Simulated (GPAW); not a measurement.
# PbS (Galena) (Fm-3m) in GPAW: a series of runs, part 2 of 2

GPAW 26.7.0.

**4. Equation of state, BP86+D3**

run.py reads:

```python
import spglib
from ase import Atoms
from ase.calculators.mixing import SumCalculator
from ase.eos import EquationOfState
from ase.io import Trajectory, read
from ase.units import GPa
from dftd3.ase import DFTD3
from gpaw import GPAW, PW, setup_paths

setup_paths.insert(0, '.')

atoms = read('PbS.cif')
cell, positions, numbers = spglib.find_primitive(
    (atoms.cell[:], atoms.get_scaled_positions(), atoms.numbers), symprec=1e-4)
atoms = Atoms(numbers, cell=cell, scaled_positions=positions, pbc=True)

traj = Trajectory('eos.traj', 'w')
volumes, energies = [], []
for x in [0.94, 0.96, 0.98, 1.0, 1.02, 1.04, 1.06]:
    a = atoms.copy()
    a.set_cell(atoms.cell * x**(1 / 3), scale_atoms=True)
    calc = GPAW(mode=PW(600),
                xc='GGA_X_B88+GGA_C_P86',
                kpts={'size': (6, 6, 6), 'gamma': True},
                occupations={'name': 'fermi-dirac', 'width': 0.05},
                nbands=19,
                convergence={'density': 1e-05, 'energy': 1e-05},
                maxiter=150,
                txt=f'eos-{x:.2f}.txt')
    a.calc = SumCalculator([calc, DFTD3(method='bp', damping='d3zero')])
    energies.append(a.get_potential_energy())
    volumes.append(a.get_volume())
    p = -a.get_stress()[:3].mean() / GPa
    calc.write(f'eos-{x:.2f}.gpw')
    traj.write(a)
    print(f'{x:.2f} {volumes[-1]:10.4f} A^3 {energies[-1]:14.6f} eV {p:9.3f} GPa', flush=True)

v0, e0, B = EquationOfState(volumes, energies, eos='birchmurnaghan').fit()
print(f'V0 = {v0:.4f} A^3, E0 = {e0:.6f} eV, B0 = {B / GPa:.2f} GPa')
```

PbS.cif is that of step 3.

Potentials or basis: PAW data sets generated in the run's folder for this functional, pw.

On the command line:

```console
$ gpaw-setup -f GGA_X_B88+GGA_C_P86 Pb S
$ OMP_NUM_THREADS=1 python run.py
```

The program printed:

```text
__  _  _
 | _ |_)|_||  |
 |__||  | ||/\| - 26.7.0

Input parameters:
  mode=PW(ecut=600.0),
  convergence={'density': 1e-05, 'energy': 1e-05},
  kpts=MonkhorstPack(size=(6, 6, 6), gamma=True),
  maxiter=150,
  nbands=19,
  occupations=Occupations(name='fermi-dirac', width=0.05),
  xc=XC(name='GGA_X_B88+GGA_C_P86')

Diagonalizing LCAO Hamiltonian
Converting LCAO to pw mode

                S

       Pb

Atoms  # Å, Bohr magnetons
|   | symbol |        x |        y |        z |    initial magnetic moments |
|---|--------|----------|----------|----------|-----------------------------|
| 0 |     Pb | 0.000000 | 0.000000 | 0.000000 | ( 0.0000,  0.0000,  0.0000) |
| 1 |      S | 2.905208 | 2.905208 | 2.905208 | ( 0.0000,  0.0000,  0.0000) |

Unit cell  # Å
| periodic |        x |        y |        z |  lengths |    angles |
|----------|----------|----------|----------|----------|-----------|
|      yes | 0.000000 | 2.905208 | 2.905208 | 4.108584 | 60.000000 |
|      yes | 2.905208 | 0.000000 | 2.905208 | 4.108584 | 60.000000 |
|      yes | 2.905208 | 2.905208 | 0.000000 | 4.108584 | 60.000000 |

Number of symmetries: 48
Symmetry operations  # r_c * U_cc + t_c -> r_c
|    | kind |            matrix            |
|----|------|------------------------------|
|  0 |  σ   |  1, 0, 0,  1, 0,-1,  1,-1, 0 |
|  1 |  C2  |  1, 0, 0,  1,-1, 0,  1, 0,-1 |
|  2 |  E   |  1, 0, 0,  0, 1, 0,  0, 0, 1 |
|  3 |  σ   |  1, 0, 0,  0, 0, 1,  0, 1, 0 |
|  4 |  C4  |  1, 0,-1,  1, 0, 0,  1,-1, 0 |
|  5 |  S6  |  1, 0,-1,  1,-1, 0,  1, 0, 0 |
|  6 |  σ   |  1, 0,-1,  0, 1,-1,  0, 0,-1 |
[... 163 lines left out ...]

xc functional:
  name: GGA_X_B88+GGA_C_P86 with 2 nearest neighbor stencil

convergence criteria:
- Maximum integral of absolute [dens]ity change: 1e-05 electrons / valence electron
- Maximum [total energy] change in last 3 cyles: 1e-05 eV / valence electron
- Maximum integral of absolute [eigenst]ate change: 4e-08 eV^2 / valence electron
maximum number of iterations: 150

SCF iterations
|iter     | |      energy | eigst |  dens |
|---------|-|-------------|-------|-------|
|iter:   1| |   -9.063945 | -0.13 |       |
|iter:   2| |   -8.965341 | -1.93 | -1.18 |
|iter:   3| |   -8.657869 | -1.66 | -1.23 |
|iter:   4| |   -8.658770 | -3.79 | -1.86 |
|iter:   5| |   -8.659222 | -4.32 | -2.21 |
|iter:   6| |   -8.659243 | -5.61 | -3.27 |
|iter:   7| |   -8.659246c| -6.70 | -3.79 |
|iter:   8| |   -8.659246c| -7.76c| -4.48 |
|iter:   9| |   -8.659246c| -7.88c| -5.21c|

Converged in 9 steps
Energy contributions relative to reference atoms: (reference = -578201.156616)

Energy contributions:
  Kinetic:          23.387492
  Coulomb:         -22.810251
  Zero:              0.081700
  External:          0.000000
  Xc:               -9.317070
  Entropy:          -0.002233
  Spinorbit:         0.000000
  ----------------------------
  Free energy:      -8.660362
  Extrapolated:     -8.659246

dipole moment: (-24.614198, -24.614198, -24.614198)  # |e|*Ang

Fermi level: 7.147
Eigenvalues  # (at kpt = [0.000, 0.000, 0.000])
| band index |      eig [eV] | occ [0-2] |
|------------|---------------|-----------|
|          0 |        -9.933 |     2.000 |
|        ... |               |           |
|          2 |        -9.933 |     2.000 |
|          3 |        -9.930 |     2.000 |
|          4 |        -9.930 |     2.000 |
|          5 |        -7.179 |     2.000 |
|          6 |         1.073 |     2.000 |
|          7 |         4.507 |     2.000 |
[... 9 lines left out ...]
|         17 |        16.063 |     0.000 |
|         18 |        16.063 |     0.000 |

Gap: 0.089 eV
Transition (v -> c):
  (s=0, k=15, n=9, [0.50, 0.50, 0.50]) -> (s=0, k=15, n=10, [0.50, 0.50, 0.50])
No difference between direct/indirect transitions

Stress tensor  # eV/Ang^3
|         x |         y |         z |
|-----------|-----------|-----------|
| -0.040934 |  0.000000 |  0.000000 |
|  0.000000 | -0.040934 |  0.000000 |
|  0.000000 |  0.000000 | -0.040934 |

# Writing to eos-0.94.gpw (mode='')
```

eos-0.96.txt:

```text
SCF iterations
|iter     | |      energy | eigst |  dens |
|---------|-|-------------|-------|-------|
|iter:   1| |   -9.117093 | -0.14 |       |
|iter:   2| |   -9.013850 | -1.92 | -1.17 |
|iter:   3| |   -8.696015 | -1.66 | -1.22 |
|iter:   4| |   -8.696987 | -3.79 | -1.84 |
|iter:   5| |   -8.697487 | -4.32 | -2.19 |
|iter:   6| |   -8.697511 | -5.60 | -3.25 |
[... 44 lines left out ...]

Gap: 0.176 eV
Transition (v -> c):
  (s=0, k=15, n=9, [0.50, 0.50, 0.50]) -> (s=0, k=15, n=10, [0.50, 0.50, 0.50])
No difference between direct/indirect transitions

Stress tensor  # eV/Ang^3
|         x |         y |         z |
|-----------|-----------|-----------|
| -0.031292 | -0.000000 | -0.000000 |
| -0.000000 | -0.031292 |  0.000000 |
| -0.000000 |  0.000000 | -0.031292 |

# Writing to eos-0.96.gpw (mode='')
```

Run time: 29 s. Hardware: 1 thread of AMD EPYC 9R45 (Zen 5), shared host; peak memory 0.24 GiB.

Results:

* Equilibrium volume: 26.28 Å³/atom
* Bulk modulus: 51 GPa
* Pressure derivative of the bulk modulus: 4.2

Energy against volume, from the lowest point:
```
volume (Å³/atom)  energy (meV/atom)
          24.521              20.79
          25.042               9.82
          25.564               3.00
          26.086               0.00
          26.607               0.45
          27.129               3.98
          27.651              10.27
```

Spin-orbit coupling is left out, which matters for the levels of Pb. Zero-point motion and thermal expansion aren't in these numbers.

**5. Equation of state, PW91+D4**

run.py: that of step 4 with these lines changed.

```diff
@@ -1,3 +1 @@
-import spglib
-from ase import Atoms
 from ase.calculators.mixing import SumCalculator
@@ -6,3 +4,3 @@
 from ase.units import GPa
-from dftd3.ase import DFTD3
+from dftd4.ase import DFTD4
 from gpaw import GPAW, PW, setup_paths
@@ -11,6 +9,3 @@
 
-atoms = read('PbS.cif')
-cell, positions, numbers = spglib.find_primitive(
-    (atoms.cell[:], atoms.get_scaled_positions(), atoms.numbers), symprec=1e-4)
-atoms = Atoms(numbers, cell=cell, scaled_positions=positions, pbc=True)
+atoms = read('POSCAR')
 
@@ -22,3 +17,3 @@
     calc = GPAW(mode=PW(600),
-                xc='GGA_X_B88+GGA_C_P86',
+                xc='GGA_X_PW91+GGA_C_PW91',
                 kpts={'size': (6, 6, 6), 'gamma': True},
@@ -29,3 +24,3 @@
                 txt=f'eos-{x:.2f}.txt')
-    a.calc = SumCalculator([calc, DFTD3(method='bp', damping='d3zero')])
+    a.calc = SumCalculator([calc, DFTD4(method='pw91')])
     energies.append(a.get_potential_energy())
```

POSCAR reads:

```
PbS
1.0
    0.0000000000      2.9657500000      2.9657500000
    2.9657500000      0.0000000000      2.9657500000
    2.9657500000      2.9657500000      0.0000000000
Pb S
1 1
Direct
    0.0000000000      0.0000000000      0.0000000000
    0.5000000000      0.5000000000      0.5000000000
```

On the command line:

```console
$ gpaw-setup -f GGA_X_PW91+GGA_C_PW91 Pb S
$ OMP_NUM_THREADS=1 python run.py
```

Wall time 30 s (1 thread of AMD EPYC 9R45 (Zen 5), shared host); peak memory 0.23 GiB.

It converged, with:

| Item | Value |
| --- | --- |
| Equilibrium volume | 26.13 Å³/atom (rough: see the caveat) |
| Bulk modulus | 50 GPa (rough) |

Energy against volume, from the lowest point:
```
volume (Å³/atom)  energy (meV/atom)
          24.521              19.51
          25.042               8.66
          25.564               2.28
          26.086               0.00
          26.607               1.41
          27.129               5.82
          27.651              11.16
```

Caveat: the fit is doubtful: noisy points or a state that changes with volume. The run has no spin-orbit coupling, so splittings on Pb are missing.

**6. Summary**

```csv
task,level,potentials or basis,cutoff (eV),smearing,response ecut,response k mesh,response bands,kernels,coarser k mesh,V0 of scaled cells (Å³/atom),B0 (GPa)
dielectric tensor,LDA,"the program's PAW data sets (release 1.2.1) made for this functional, pw",450,fermi-dirac 0.001 eV,80 eV,20 × 20 × 20,30,"["RPA", "ALDA_X", "LR0.1"]",14 × 14 × 14,-,-
equation of state,PBEsol+D3,"PAW data sets generated in the run's folder for this functional, pw",600,fermi-dirac 0.05 eV,-,-,-,-,-,25.11,56
equation of state,BP86+D3,"PAW data sets generated in the run's folder for this functional, pw",600,fermi-dirac 0.05 eV,-,-,-,-,-,26.28,51
equation of state,PW91+D4,"PAW data sets generated in the run's folder for this functional, pw",600,fermi-dirac 0.05 eV,-,-,-,-,-,-,-
```

Alike in all rows: no spin polarisation; cell as given; k mesh 6 × 6 × 6.

Caveats: the dielectric constant isn't converged in the k mesh (some runs); the gap is small at this level, which inflates the dielectric constant (some runs); the long-wavelength limit can be off by a per cent or two (some runs); spin-orbit coupling is left out, which as a rule narrows the gap of such compounds by several tenths of an eV (some runs); the fit is doubtful: noisy points or a state that changes with volume (some runs).

Absolute energies hang on the potentials; compare differences alone.

**7. Against experiment**

Step 2. A measured high-frequency dielectric constant of PbS is 17.2 (300 K; a printed reference work, monograph); the calculated 22.20 misses it by +29.1 %.
